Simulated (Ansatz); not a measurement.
Reaction (formal exchange of groups at a B–C bond): `COCBF` + `CCCCO` → `OCCBF` + `CCCOC`

Program: Ansatz. Geometries: PBE0-D4/def2-TZVP. ΔE: electronic, gas phase. CBS: MP2 limit from def2 TZ/QZ plus the TZ coupled-cluster correction, frozen cores. DFT in def2-TZVPP. B3LYP here is the variant with VWN-RPA as its local correlation; programs differ in this. One conformer a species, not always the lowest.

`COCBF`:

Cartesian coordinates in Å:
```
C -0.666 -0.587 1.284
O -0.326 -1.089 0.023
C 0.645 -0.294 -0.619
B 0.123 1.070 -1.189
F 0.992 1.865 -1.797
H 0.201 -0.582 1.961
H -1.062 0.437 1.226
H -1.437 -1.236 1.701
H 1.528 -0.140 0.027
H 1.020 -0.877 -1.473
H -1.019 1.432 -1.145
```

`CCCCO`:

Cartesian coordinates in Å:
```
C -1.374 1.635 0.245
C -0.588 0.410 0.679
C 0.232 -0.197 -0.448
C 1.026 -1.411 -0.011
O 1.746 -2.016 -1.064
H -0.708 2.421 -0.121
H -1.957 2.051 1.069
H -2.068 1.391 -0.564
H 0.076 0.675 1.510
H -1.276 -0.348 1.071
H 0.922 0.561 -0.844
H -0.422 -0.484 -1.278
H 0.349 -2.184 0.365
H 1.696 -1.140 0.819
H 2.347 -1.362 -1.430
```

`OCCBF`:

Z-matrix (Å, degrees):
```
C
C 1 1.522
O 1 1.412 2 112.6
H 1 1.099 2 110.0 3 124.2
H 1 1.092 2 110.4 3 -118.0
B 2 1.555 1 116.6 3 -60.8
H 2 1.100 1 109.9 3 61.4
H 2 1.100 1 110.7 3 175.7
H 3 0.961 1 108.0 2 70.6
F 6 1.333 2 120.0 1 1.2
H 6 1.200 2 124.0 1 -178.7
```

`CCCOC`:

Z-matrix (Å, degrees):
```
C
C 1 1.518
H 1 1.094 2 111.4
H 1 1.094 2 111.4 3 -120.1
H 1 1.092 2 111.2 3 120.0
C 2 1.510 1 112.1 3 60.1
H 2 1.094 1 110.4 3 -178.8
H 2 1.094 1 110.4 3 -61.1
O 6 1.403 2 109.4 1 -180.0
H 6 1.103 2 110.2 1 58.9
H 6 1.103 2 110.2 1 -58.8
C 9 1.398 6 112.5 2 -180.0
H 12 1.090 9 107.7 6 -180.0
H 12 1.100 9 111.6 6 -60.6
H 12 1.100 9 111.6 6 60.6
```

```
             level  ΔE (kcal/mol)  difference from CCSD(T)/CBS
            PBE-D4           -5.8                          0.3
         r2SCAN-D4           -6.3                         -0.2
           PBE0-D4           -6.0                          0.1
          B3LYP-D4           -5.9                          0.2
           ωB97X-V           -6.0                          0.1
           ωB97M-V           -6.0                          0.1
            B2PLYP           -6.0                          0.1
               PBE           -5.7                          0.4
            r2SCAN           -6.3                         -0.2
              PBE0           -6.0                          0.1
             B3LYP           -5.8                          0.3
     HF/def2-TZVPP           -6.1                          0.0
    MP2/def2-TZVPP           -6.2                         -0.1
SCS-MP2/def2-TZVPP           -6.0                          0.1
   CCSD/def2-TZVPP           -6.0                          0.1
CCSD(T)/def2-TZVPP           -6.0                          0.1
     HF/def2-QZVPP           -6.1                          0.0
    MP2/def2-QZVPP           -6.3                         -0.2
SCS-MP2/def2-QZVPP           -6.0                          0.1
      HF/CBS(def2)           -6.1                          0.0
     MP2/CBS(def2)           -6.3                         -0.2
    CCSD/CBS(def2)           -6.1                          0.0
       CCSD(T)/CBS           -6.1                            0
```

Largest T1 diagnostic among the species: 0.012.

CCSD(T)/CBS has its own doubt, a few kJ/mol and more with outer-core shells, so smaller differences from it don't rank the levels.
